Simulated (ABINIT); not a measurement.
Set up this calculation in ABINIT 10.8.3 (patched build), as the native input.

- Task: single point
- Functional: PBE
- Potentials or basis: JTH PAW PBE v2.0
- Cutoff: 707 eV
- k mesh: 10 × 10 × 9
- Occupations: fermi-dirac, width 0.05 eV
- Spin: collinear spin, ferromagnetic start
- Starting moments: [5.0, 0.0] μB
- Fine-grid cutoff: 1306.15 eV

The structure of MnO lies in POSCAR:

```
MnO
1.0
    2.9694859100      0.0000000000      0.0000000000
   -1.4847429600      2.5716502300      0.0000000000
    0.0000000000      0.0000000000      2.8980711300
Mn O
1 1
Direct
    0.0000000000      0.0000000000      0.0000000000  Mn
    0.6666666667      0.3333333333      0.5000000000  O
```

Measurements of this composition are mostly on another form, of space group No. 225.

These files were run (other wordings do the same):

run.abi

```
# Pseudopotentials
pp_dirpath "./"
pseudos "Mn.GGA_PBE-JTH.xml, O.GGA_PBE-JTH.xml"

# Structure
structure "poscar:POSCAR"
natom 2

# Plane-wave basis
ecut 26.0
pawecutdg 48.0
pawxcdev 0

# k points
kptopt 1
ngkpt 10 10 9
nshiftk 1
shiftk 0.0 0.0 0.0

# Exchange and correlation
ixc 11

# Bands and occupations
nband 16
occopt 3
tsmear 0.00183747

# Spin
nsppol 2
spinat
     0.0000000000     0.0000000000     5.0000000000
     0.0000000000     0.0000000000     0.0000000000

# SCF cycle
nstep 100
tolvrs 1.0e-9

# Output
iomode 3
prtwf 0
prtden 0
prteig 0
prtebands 0
enunit 2
```

Potentials or basis: JTH PAW PBE v2.0.

Launch:

```bash
$ abinit run.abi > log 2>&1
```

Results of the run:

```json
{"Pressure": "-1.4 GPa", "Band gap on the k mesh": "none (metal or under the smearing width)", "Net moment": "4.75 μB per cell", "Site moments": "Mn +4.17; O +0.19 μB", "Valence electrons inside the program's atomic spheres": "Mn 13.01; O 4.51"}
```

Caveat: a cell with one magnetic atom can't hold antiferromagnetic order, which such compounds often take; semilocal functionals often make such compounds metallic where correlation or magnetic order opens a gap, which also shifts bond lengths.

Run time: 100 s on 1 thread of Arm Neoverse V1, on a shared host, peak memory 0.17 GiB.
